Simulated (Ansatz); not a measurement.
# Ag: the cost of one run

Method: DFT PBEsol, scalar-relativistic, plane waves, PAW, in Ansatz 0.2.0.

1 further run of the same task is left out (set aside as unsound or not needed).

### 1 The system as given

Symmetry: Fm-3m, No. 225, cubic system. Conventional cell: a = 4.054 Å, b = 4.054 Å, c = 4.054 Å, α = 90.00°, β = 90.00°, γ = 90.00°. Ag (site symmetry m-3m) is surrounded by 12 Ag at 2.87 Å.

As a file:

```
Ag
1.0
     0.00000    2.02721    2.02721
     2.02721    0.00000    2.02721
     2.02721    2.02721    0.00000
Ag
1
Cartesian
  0.0000 0.0000 0.0000
```

It is the result of an earlier relaxation at this level (volume 16.66 Å³/atom; gap on the mesh: none (metal)).

### 2 Next: the linear chain

A free-standing chain of the crystal's atoms, periodic along c. Atoms and period relax; energies count from the bulk, -7522.2501 eV an atom.

The cell holds 1 Ag: a = 9.000 Å, b = 9.300 Å, c = 2.580 Å, α = 90.00°, β = 90.00°, γ = 90.00°.

### 3 Relaxing it

Pressure and volume refer to the whole cell with its vacuum; only the period along c may change.

Input file input.yaml:

```yaml
crystal:
  lattice:
    - [9.0, 0.0, 0.0]
    - [0.0, 9.3, 0.0]
    - [0.0, 0.0, 2.5802115124]
  atoms:
    - { symbol: Ag, position: [0.5, 0.5, 0.0], spin: 0.5 }
basis:
  ecutwfc: 420
kpoints:
  mp_grid: { grid: [1, 1, 25] }
hamiltonian:
  xc: pbesol
scf:
  occupations: { method: gaussian, width: 0.05 }
output:
  forces: true
  stress: true
  eigenvalues: true
  populations: true
  write_density: true
  write_potential: true
  elf: true
  volumetric_format: npy
magnetization:
  spin_polarized: true
relax:
  adjacent_minimum: "off"
  f_tol: 0.01
  max_steps: 45
  cell: { fix: [a, b, alpha, beta, gamma], stress_tol: 0.03 }
```

The run is started by

```console
> ansatz run input.yaml --threads 2 --pin off --max-ram 5120MiB --backend cpu --events-out ev --progress --plain --runs-dir out
```

Q: Estimate wall time and peak memory on 2 threads of AMD EPYC 9R45 (Zen 5), shared host.

About 4.5 s, with a peak of 0.5 GiB.
